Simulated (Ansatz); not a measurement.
Born–Oppenheimer molecular dynamics of a periodic cell of 12 atoms, ZrO$_{2}$ (start crystal ZrO2, start structure P4_2/nmc, volume 1.15 times the crystal's). It starts from an unrelaxed structure (largest force component 0.69 eV/Å).

The calculation used DFT PBEsol, scalar-relativistic, plane waves, PAW (Ansatz). Settings: accuracy low, PAW set soft_1, cutoff 420 eV, k mesh 2x2x2, fermi-dirac smearing 0.24 eV, no spin polarisation.

* ensemble: NVT, Langevin thermostat
* time step: 1.12 fs
* steps asked: 200
* set temperature: 2800 K
* friction: 0.02 /fs
* seed: 583899

First frame:

```xyz
12
Lattice="-3.7719 -3.7719 0.0000 3.7719 -3.7719 0.0000 0.0000 0.0000 5.4743" Properties=species:S:1:pos:R:3
Zr 0.000 -3.772 0.000
Zr 1.886 -1.886 2.737
O 0.000 -1.886 1.652
O 0.000 -1.886 4.389
O 1.886 -3.772 3.822
O 1.886 -3.772 1.085
Zr 0.000 0.000 0.000
Zr -1.886 -1.886 2.737
O 0.000 -5.658 1.652
O 0.000 -5.658 4.389
O -1.886 -3.772 3.822
O -1.886 -3.772 1.085
```

Q: What does the run give?

A: All steps were run.

```yaml
steps_done: 200
time_covered: 224 fs
mean_temperature_over_the_second_half: 2742 K
spread_of_the_potential_energy_over_the_second_half: 35.4 meV per atom
mean_potential_energy_of_the_second_half_above_the_start: 212.7 meV per atom
```

A run of 0.22 ps of so small a system gives no equilibrium averages. Limits of this set-up: coarse k mesh, PAW files made for another functional, low accuracy level.

Q: What happens to the structure?

A: Mean squared displacements from the first frame to the last, about the centre of mass: Zr 0.10 Å², O 0.43 Å². Another seed would give other details.

Q: How do temperature and energy run in time?

A: 
```csv
time (fs),T (K),potential energy less start (eV)
0.0,2567,0.000
11.2,1812,1.408
22.4,1316,2.539
33.6,2376,2.208
44.8,2877,2.917
56.0,2847,3.426
67.2,2724,3.016
78.4,2756,2.973
89.6,2480,2.996
100.8,2304,3.205
112.0,2105,2.951
123.2,2487,2.609
134.4,2872,2.194
145.6,2886,2.807
156.8,4000,2.319
168.0,3111,2.910
179.2,2152,3.365
190.4,2518,2.703
201.6,2953,1.709
212.8,2197,2.194
224.0,1982,2.768
```

Time of the run: 16 min on 1 thread of Arm Neoverse V1 (shared host), peak memory 0.46 GiB.
